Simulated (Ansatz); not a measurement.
# Si on Nb(100): change of the work function

Aim: the work function of Nb(100) at several coverages of Si (hollow site), and the dipole that each adsorbate carries.

Main program and level: Ansatz 0.2.0; plane-wave DFT, RPBE, Ansatz PAW.

Most raw output is cut from this account.

**1. Set-up**

The cell holds 5 atoms: 5 Nb. Cell: a = 3.300 Å, b = 3.300 Å, c = 24.600 Å, α = 90.0°, β = 90.0°, γ = 90.0°. Vacuum lies along c.

**2. The clean slab**

The bare slab comes first, as the zero from which every change is counted. The two lowest layers are held at bulk places and the upper ones relax. The dipole correction removes the false field that a one-sided slab makes across the periodic vacuum, so each face gets a flat vacuum level of its own.

The input, input.yaml:

```yaml
crystal:
  lattice:
    - [3.3, 0.0, 0.0]
    - [0.0, 3.3, 0.0]
    - [0.0, 0.0, 24.6]
  atoms:
    - { symbol: Nb, position: [0.0, 0.0, 0.3658536585] }
    - { symbol: Nb, position: [0.5, 0.5, 0.4329268293] }
    - { symbol: Nb, position: [0.0, 0.0, 0.5] }
    - { symbol: Nb, position: [0.5, 0.5, 0.5670731707] }
    - { symbol: Nb, position: [0.0, 0.0, 0.6341463415] }
kpoints:
  mp_grid: { grid: [9, 9, 1] }
hamiltonian:
  xc: rpbe
scf:
  occupations: { method: fermi_dirac, width: 0.1 }
  convergence: { dr2_threshold: 1.0e-08 }
efield:
  axis: 3
  dipole_correction: true
  ramp_position: 0.97
  ramp_width: 0.06
relax:
  f_tol: 0.02
  max_steps: 60
  constraints: [{ sites: [0, 1] }]
output:
  write_potential: true
  write_density: true
  volumetric_format: npy
```

Run with:

```sh
$ ansatz run input.yaml --threads 4 --pin off --max-ram 12288MiB --backend cpu --events-out ev --progress --plain --runs-dir out
```

It took 15 s on 4 threads of Arm Neoverse V1, shared host; peak memory 0.59 GiB.

Relaxation path:

```
step  energy less that of the first step (eV)  largest force component (eV/Å)
   1                                   0.0000                          1.2287
   2                                  -0.0269                          1.2733
   3                                  -0.1064                          0.0425
   4                                  -0.1066                          0.0013
```

Forces are held to the 8 operations that the run works with; a distortion that breaks them can't arise in this run.

The atoms that moved most (Å):

```
atom     dx     dy      dz  length
 Nb5  0.000  0.000  -0.102   0.102
 Nb4  0.000  0.000   0.082   0.082
 Nb3  0.000  0.000   0.024   0.024
```

The relaxed structure:

```cif
data_structure
_symmetry_space_group_name_H-M 'P 1'
_symmetry_Int_Tables_number 1
_cell_length_a 3.3000
_cell_length_b 3.3000
_cell_length_c 24.6000
_cell_angle_alpha 90.000
_cell_angle_beta 90.000
_cell_angle_gamma 90.000
_cell_volume 267.89
loop_
_atom_site_label
_atom_site_type_symbol
_atom_site_fract_x
_atom_site_fract_y
_atom_site_fract_z
_atom_site_occupancy
Nb1 Nb 0.00000 0.00000 0.36585 1
Nb2 Nb 0.50000 0.50000 0.43293 1
Nb3 Nb 0.00000 0.00000 0.50098 1
Nb4 Nb 0.50000 0.50000 0.57042 1
Nb5 Nb 0.00000 0.00000 0.62999 1
```

This step gave:

```
energy at zero smearing        : -22792.8074 eV
work function, upper face      : 3.449 eV
work function, lower face      : 3.577 eV
dipole along the normal        : 0.007692 e·Å
step between the vacuum levels : -0.1278 eV
```

Running mean over 1.65 Å of the planar mean; the ramp of the sawtooth is left out. The electron's electrostatic potential energy less the Fermi level by z:

z (Å), electron's electrostatic potential energy less the Fermi level (eV) and a bar from the least value:
```
      3.5        3.6 ##############################
      4.0        3.6 ##############################
      4.5        3.6 ##############################
      5.0        3.6 ##############################
      5.5        3.5 ##############################
      6.0        3.5 ##############################
      6.5        3.3 #############################
      7.0        2.7 ############################
      7.5        1.1 #########################
      8.0       -2.9 ##################
      8.5       -7.9 #########
      9.0      -10.7 ####
      9.5      -11.1 ###
     10.0      -11.1 ###
     10.5      -10.9 ###
     11.0      -10.9 ####
     11.5      -10.9 ####
     12.0      -11.0 ###
     12.5      -10.9 ####
     13.0      -10.6 ####
     13.5      -10.6 ####
     14.0      -11.4 ###
     14.5      -12.7 
     15.0      -12.8 
     15.5      -11.3 ###
     16.0       -8.0 #########
     16.5       -2.9 ##################
     17.0        1.1 #########################
     17.5        2.6 ############################
     18.0        3.2 #############################
     18.5        3.3 ##############################
     19.0        3.4 ##############################
     19.5        3.4 ##############################
     20.0        3.4 ##############################
     20.5        3.4 ##############################
     21.0        3.4 ##############################
     21.5        3.4 ##############################
```

The relaxation took 4 steps and lowered the energy by 0.11 eV; the largest force on the free atoms ends at 0.0013 eV/Å.

The work function of the upper face is 3.45 eV.

**3. The covered slab, k-mesh 3×3×1, coverage 0.111 ML**

System of this step: Si/Nb(100). The cell holds 46 atoms: 45 Nb and 1 Si. Cell: a = 9.900 Å, b = 9.900 Å, c = 26.198 Å, α = 90.0°, β = 90.0°, γ = 90.0°. Vacuum lies along c.

The clean slab as it ended is repeated in the plane and the adsorbate is set on one face; the cell's size fixes the coverage, and the k-mesh shrinks with it to keep the sampling density about even. Adsorbate and upper layers relax, since the dipole depends on the height.

The input, input.yaml:

```yaml
crystal:
  lattice:
    - [9.9, 0.0, 0.0]
    - [0.0, 9.9, 0.0]
    - [0.0, 0.0, 26.1984365615]
  atoms:
    - { symbol: Nb, position: [0.0, 0.0, 0.34353195] }
    - { symbol: Nb, position: [0.1666666667, 0.1666666667, 0.4065128076] }
    - { symbol: Nb, position: [0.0, 0.0, 0.4704112922] }
    - { symbol: Nb, position: [0.1666666667, 0.1666666667, 0.5356217721] }
    - { symbol: Nb, position: [0.0, 0.0, 0.591548868] }
    - { symbol: Nb, position: [0.0, 0.3333333333, 0.34353195] }
    - { symbol: Nb, position: [0.1666666667, 0.5, 0.4065128076] }
    - { symbol: Nb, position: [0.0, 0.3333333333, 0.4704112922] }
[... 34 atom lines left out ...]
    - { symbol: Nb, position: [0.6666666667, 0.6666666667, 0.4704112922] }
    - { symbol: Nb, position: [0.8333333333, 0.8333333333, 0.5356217721] }
    - { symbol: Nb, position: [0.6666666667, 0.6666666667, 0.591548868] }
    - { symbol: Si, position: [0.1666666667, 0.1666666667, 0.65646805] }
kpoints:
  mp_grid: { grid: [3, 3, 1] }
hamiltonian:
  xc: rpbe
scf:
  occupations: { method: fermi_dirac, width: 0.1 }
  convergence: { dr2_threshold: 1.0e-08 }
efield:
  axis: 3
  dipole_correction: true
  ramp_position: 0.97
  ramp_width: 0.06
relax:
  f_tol: 0.02
  max_steps: 60
  constraints:
    - { sites: [0, 1, 5, 6, 10, 11, 15, 16, 20, 21, 25, 26, 30, 31, 35, 36, 40, 41] }
output:
  bader: true
  write_potential: true
  write_density: true
  volumetric_format: npy
```

Run time: 13 min. Hardware: 4 threads; peak memory 9.1 GiB; 53 min of CPU time.

Relaxation path:

```
step  energy less that of the first step (eV)  largest force component (eV/Å)
   1                                   0.0000                          2.5346
   2                                  -0.6176                          1.5245
   3                                  -0.8205                          0.3270
   4                                  -0.8295                          0.0789
   5                                  -0.8318                          0.0167
```

The run keeps the 8 symmetry operations that it works with, so distortions that break them were not tested.

The atoms that moved most (Å):

```
atom      dx      dy      dz  length
Si46   0.000   0.000  -0.412   0.412
 Nb5   0.000   0.000   0.113   0.113
Nb25   0.000   0.000   0.113   0.113
Nb10   0.000   0.000   0.113   0.113
Nb20   0.000   0.000   0.113   0.113
Nb45   0.000   0.000  -0.063   0.063
Nb30  -0.024   0.000  -0.009   0.025
Nb40   0.000  -0.024  -0.009   0.025
```

Numbers from this step:

| Property | Result |
| --- | --- |
| energy at zero smearing | -205775.9984 eV |
| work function, upper face | 3.808 eV |
| work function, lower face | 3.581 eV |
| dipole along the normal | -0.1229 e·Å |
| step between the vacuum levels | 0.2269 eV |

Running mean over 1.65 Å of the planar mean; the ramp of the sawtooth is left out. Electron's electrostatic potential energy less the Fermi level against z:

```
z (Å)  electron's electrostatic potential energy less the Fermi level (eV)
    4                                                                 3.58
    5                                                                 3.57
    6                                                                 3.46
    7                                                                 2.71
    8                                                                -2.93
    9                                                                -10.7
   10                                                                -11.1
   11                                                                -10.9
   12                                                                -10.9
   13                                                                -10.6
   14                                                                -11.3
   15                                                                -12.4
   16                                                                -8.67
   17                                                                0.216
   18                                                                 3.20
   19                                                                 3.75
   20                                                                 3.80
   21                                                                 3.81
   22                                                                 3.81
   23                                                                 3.81
```

The relaxation took 5 steps and lowered the energy by 0.83 eV; the largest force on the free atoms ends at 0.017 eV/Å.

The covered face has 3.81 eV, +0.36 eV against the clean one; the bare back face has moved by +0.00 eV, a measure of how thin the slab is.

**4. Adsorbate added, k-mesh 5×5×1, coverage 0.25 ML**

System of this step: Si/Nb(100). The cell holds 21 atoms: 20 Nb and 1 Si. Its edges and angles: a = 6.600 Å, b = 6.600 Å, c = 26.198 Å, α = 90.0°, β = 90.0°, γ = 90.0°. Vacuum lies along c.

Another coverage, to see how the dipoles act on each other as their distance changes.

The input, input.yaml:

```yaml
crystal:
  lattice:
    - [6.6, 0.0, 0.0]
    - [0.0, 6.6, 0.0]
    - [0.0, 0.0, 26.1984365615]
  atoms:
    - { symbol: Nb, position: [0.0, 0.0, 0.34353195] }
    - { symbol: Nb, position: [0.25, 0.25, 0.4065128076] }
    - { symbol: Nb, position: [0.0, 0.0, 0.4704112922] }
    - { symbol: Nb, position: [0.25, 0.25, 0.5356217721] }
    - { symbol: Nb, position: [0.0, 0.0, 0.591548868] }
    - { symbol: Nb, position: [0.0, 0.5, 0.34353195] }
    - { symbol: Nb, position: [0.25, 0.75, 0.4065128076] }
    - { symbol: Nb, position: [0.0, 0.5, 0.4704112922] }
    - { symbol: Nb, position: [0.25, 0.75, 0.5356217721] }
    - { symbol: Nb, position: [0.0, 0.5, 0.591548868] }
    - { symbol: Nb, position: [0.5, 0.0, 0.34353195] }
    - { symbol: Nb, position: [0.75, 0.25, 0.4065128076] }
    - { symbol: Nb, position: [0.5, 0.0, 0.4704112922] }
    - { symbol: Nb, position: [0.75, 0.25, 0.5356217721] }
    - { symbol: Nb, position: [0.5, 0.0, 0.591548868] }
    - { symbol: Nb, position: [0.5, 0.5, 0.34353195] }
    - { symbol: Nb, position: [0.75, 0.75, 0.4065128076] }
    - { symbol: Nb, position: [0.5, 0.5, 0.4704112922] }
    - { symbol: Nb, position: [0.75, 0.75, 0.5356217721] }
    - { symbol: Nb, position: [0.5, 0.5, 0.591548868] }
    - { symbol: Si, position: [0.25, 0.25, 0.65646805] }
kpoints:
  mp_grid: { grid: [5, 5, 1] }
hamiltonian:
  xc: rpbe
scf:
  occupations: { method: fermi_dirac, width: 0.1 }
  convergence: { dr2_threshold: 1.0e-08 }
efield:
  axis: 3
  dipole_correction: true
  ramp_position: 0.97
  ramp_width: 0.06
relax:
  f_tol: 0.02
  max_steps: 60
  constraints: [{ sites: [0, 1, 5, 6, 10, 11, 15, 16] }]
output:
  bader: true
  dos: { projected: true, e_range: [-8, 4] }
  write_potential: true
  write_density: true
  volumetric_format: npy
  elf: true
```

Run time: 4.4 min. Hardware: 4 threads; peak memory 3.9 GiB.

Step by step:

```
step  energy less that of the first step (eV)  largest force component (eV/Å)
   1                                   0.0000                          2.4488
   2                                  -0.5604                          1.4477
   3                                  -0.7338                          0.4043
   4                                  -0.7466                          0.0800
   5                                  -0.7474                          0.0321
   6                                  -0.7477                          0.0052
```

The run keeps the 8 symmetry operations that it works with, so distortions that break them were not tested.

The atoms that moved most (Å):

```
atom      dx      dy      dz  length
Si21   0.000   0.000  -0.436   0.436
 Nb5  -0.015  -0.015   0.082   0.085
Nb15   0.015  -0.015   0.082   0.085
Nb10  -0.015   0.015   0.082   0.085
Nb20   0.015   0.015   0.082   0.085
 Nb4   0.000   0.000  -0.038   0.038
 Nb9   0.000   0.000   0.013   0.013
Nb14   0.000   0.000   0.013   0.013
```

Final coordinates:

```xyz
21
Lattice="6.6000 0.0000 0.0000 0.0000 6.6000 0.0000 0.0000 0.0000 26.1984" Properties=species:S:1:pos:R:3
Nb    0.0000    0.0000    9.0000
Nb    1.6500    1.6500   10.6500
Nb    0.0037    0.0037   12.3286
Nb    1.6500    1.6500   13.9949
Nb   -0.0147   -0.0147   15.5800
Nb    0.0000    3.3000    9.0000
Nb    1.6500    4.9500   10.6500
Nb    0.0037    3.2963   12.3286
Nb    1.6500    4.9500   14.0456
Nb   -0.0147    3.3147   15.5800
Nb    3.3000    0.0000    9.0000
Nb    4.9500    1.6500   10.6500
Nb    3.2963    0.0037   12.3286
Nb    4.9500    1.6500   14.0456
Nb    3.3147   -0.0147   15.5800
Nb    3.3000    3.3000    9.0000
Nb    4.9500    4.9500   10.6500
Nb    3.2963    3.2963   12.3286
Nb    4.9500    4.9500   14.0218
Nb    3.3147    3.3147   15.5800
Si    1.6500    1.6500   16.7622
```

This step gave:

| Quantity | Value |
| --- | --- |
| energy at zero smearing | -91811.8282 eV |
| work function, upper face | 4.276 eV |
| work function, lower face | 3.584 eV |
| dipole along the normal | -0.1666 e·Å |
| step between the vacuum levels | 0.6921 eV |

The density of states has structure finer than the step of the table below, so its rows give means over 0.25 eV, whole bins alone (the curve runs from -8 to 1.77 eV). Peaks (eV: height): -2.770: 44.7, -1.920: 39.1, -1.500: 75.6, -1.320: 45.4, -0.990: 52.9, -0.660: 40.8, 0.630: 62.7.

Density of states against energy, zero at the Fermi level; means over each step:

```
energy (eV)  density of states (states/eV a cell)
      -7.50                                     0
      -7.25                                  7.85
      -7.00                                     0
      -6.75                                     0
      -6.50                                     0
      -6.25                                     0
      -6.00                                     0
      -5.75                                     0
      -5.50                                8.4e-4
      -5.25                                  1.10
      -5.00                                  1.49
      -4.75                                  2.29
      -4.50                                  1.73
      -4.25                                 0.947
      -4.00                                  4.93
      -3.75                                  4.23
      -3.50                                  13.6
      -3.25                                  19.4
      -3.00                                  24.7
      -2.75                                  31.3
      -2.50                                  20.3
      -2.25                                  26.5
      -2.00                                  26.6
      -1.75                                  23.0
      -1.50                                  36.5
      -1.25                                  33.8
      -1.00                                  34.6
      -0.75                                  26.2
      -0.50                                  31.9
      -0.25                                  30.6
       0.00                                  22.7
       0.25                                  24.8
       0.50                                  26.3
       0.75                                  24.0
       1.00                                  15.9
       1.25                                  13.9
       1.50                                  24.0
```

Projected DOS per atom over height of the atomic layer and energy from the Fermi level. Layers: Nb4 Nb4 Nb4 Nb4 Nb4 Si from below.

Ten even steps from '_' (0.00 states/eV) to '@' (2.53 states/eV), each cell a mean:
```
##::==::++..
==..::..--..
@@::::::**..
@@--::--**..
##======**::
**--++==++==
##++##++**--
++**++##**--
++**--++==::
======----::
==****++====
..--====::::
..........__
____________
____________
____________
____________
____________
____________
____________
________..@@
____________
```
Columns: height of the atomic layer (Å) from 9 to 16.8 (not evenly spaced); rows upwards: energy from the Fermi level (eV) from -7.96 to 1.75.

Electrostatic potential energy in the ca plane at fractional y = 0.250, with atoms of Nb and Si within 0.2 Å of it. With pseudopotentials it is smooth inside the atoms' cores, unlike the true potential.

Values in eV, 10 rows by 16 columns, each cell a mean:
```
  5   4  -1   2   5   1  -1   4   6   7   7   7   7   7   7   7
  7   0 -42 -19   4 -24 -38   2   7   7   7   7   7   7   7   7
  7  -3 -60 -33   3 -40 -56   0   7   7   7   7   7   7   7   7
  6   2 -27 -10   4 -14 -24   3   7   7   7   7   7   7   7   7
  4   4   3   4   5   4   3   4   6   7   8   7   7   7   7   7
  5   4  -1   2   5   1   0   4   2   4   7   7   7   7   7   7
  7   0 -42 -19   4 -27 -36   1 -24 -14   6   7   7   7   7   7
  7  -3 -60 -33   3 -43 -53  -2 -44 -29   6   7   7   7   7   7
  6   2 -27 -10   4 -16 -23   2 -13  -6   7   7   7   7   7   7
  4   4   3   4   5   3   3   4   4   6   7   7   7   7   7   7
```
Columns run along c (16.0 Å, from fractional 0.31 to 0.92 of the cell; values clipped at the 3rd and 97th percentile), rows up along a (6.6 Å). Atoms in or near the plane, at fractional coordinates: Nb at (0.41, 0.25), Nb at (0.53, 0.25), Nb at (0.41, 0.75), Nb at (0.54, 0.75), Si at (0.64, 0.25).

ELF in the ca plane at fractional y = 0.250, with atoms of Nb and Si within 0.2 Å of it. It is the smooth field of the valence electrons, not physical close to the nuclei.

Values, 10 rows by 16 columns, each cell a mean:
```
0.31 0.46 0.24 0.34 0.43 0.31 0.27 0.41 0.31 0.31 0.12 0.02 0.00 0.00 0.00 0.00
0.50 0.32 0.60 0.41 0.37 0.45 0.57 0.32 0.39 0.15 0.03 0.00 0.00 0.00 0.00 0.00
0.56 0.28 0.56 0.48 0.28 0.52 0.56 0.26 0.45 0.16 0.02 0.00 0.00 0.00 0.00 0.00
0.45 0.36 0.47 0.35 0.42 0.37 0.45 0.35 0.35 0.16 0.04 0.01 0.00 0.00 0.00 0.00
0.27 0.49 0.29 0.41 0.41 0.37 0.33 0.42 0.35 0.43 0.20 0.03 0.00 0.00 0.00 0.00
0.32 0.47 0.24 0.34 0.43 0.30 0.27 0.46 0.65 0.77 0.47 0.09 0.01 0.00 0.00 0.00
0.51 0.32 0.61 0.42 0.37 0.48 0.55 0.42 0.56 0.77 0.64 0.15 0.01 0.00 0.00 0.00
0.56 0.28 0.55 0.48 0.28 0.53 0.55 0.38 0.39 0.69 0.68 0.17 0.01 0.00 0.00 0.00
0.46 0.36 0.47 0.35 0.42 0.38 0.43 0.45 0.66 0.81 0.61 0.13 0.01 0.00 0.00 0.00
0.28 0.50 0.30 0.41 0.41 0.36 0.34 0.44 0.56 0.70 0.39 0.07 0.01 0.00 0.00 0.00
```
Columns run along c (16.0 Å, from fractional 0.31 to 0.92 of the cell), rows up along a (6.6 Å). Atoms in or near the plane, at fractional coordinates: Nb at (0.41, 0.25), Nb at (0.53, 0.25), Nb at (0.41, 0.75), Nb at (0.54, 0.75), Si at (0.64, 0.25).

Valence density in the ca plane at fractional y = 0.250, with atoms of Nb and Si within 0.2 Å of it. It is the smooth field of the valence electrons, not physical close to the nuclei.

Ten steps, logarithmic in the rise over the least value, from '0' (0.0 e/Å³) to '9' (5.0 e/Å³), each cell a mean:
```
12333333333333333333332221100000000000000000
12233455543333445544332211000000000000000000
12234688864333578874322110000000000000000000
12234799984334699985322110000000000000000000
12234799985334699996322110000000000000000000
12234699974333589985322110000000000000000000
12233467653333456654332110000000000000000000
12333344433333334443332211000000000000000000
12333333333333333333333221100000000000000000
12333333333333333333333332210000000000000000
12233455543333445544344444321000000000000000
12234588864333578864444444321000000000000000
12234799984334799985444333431000000000000000
12234799985334799985444323431000000000000000
12234699974334689975444444431000000000000000
12233467654333467654344444321000000000000000
12333344433333344443333433210000000000000000
12333333333333333333333322110000000000000000
```
Columns run along c (16.0 Å, from fractional 0.31 to 0.92 of the cell), rows up along a (6.6 Å). Atoms in or near the plane, at fractional coordinates: Nb at (0.41, 0.25), Nb at (0.53, 0.25), Nb at (0.41, 0.75), Nb at (0.54, 0.75), Si at (0.64, 0.25).

The relaxation took 6 steps and lowered the energy by 0.75 eV; the largest force on the free atoms ends at 0.0052 eV/Å.

By hand: a sheet of dipoles makes a step −p/(ε₀A) in the electron's potential. With e/ε₀ = 180.95 V·Å, p = -0.1666 e·Å and A = 43.56 Å², that is −180.95 × (-0.1666) / 43.56 = +0.692 eV, and the two vacuum levels of the run differ by +0.692 eV.

The covered face has 4.28 eV, +0.83 eV against the clean one; the bare back face has moved by +0.01 eV, a measure of how thin the slab is.

[end of part 1 of 3]

[Logs are printed without paths, hosts, clocks, repeated set-up lines and the standing remarks that a program may print on its own settings, such as how far it seeks lower states.]

[Hosts, paths, dates, database ids (printed as entryN), source tags and the programs' standing remarks are cut or masked in the printed files.]

[Maps of the electrostatic potential energy from Ansatz leave out the sawtooth potential of an applied field or a dipole correction, so their vacuum need not be flat; planar profiles and work functions include it.]

[The density of states shown here was stored with 400 of the rows of the run's finer table, so its peaks can read low, often by over a quarter, or be missed, and its means over a window can be off by a tenth or more.]
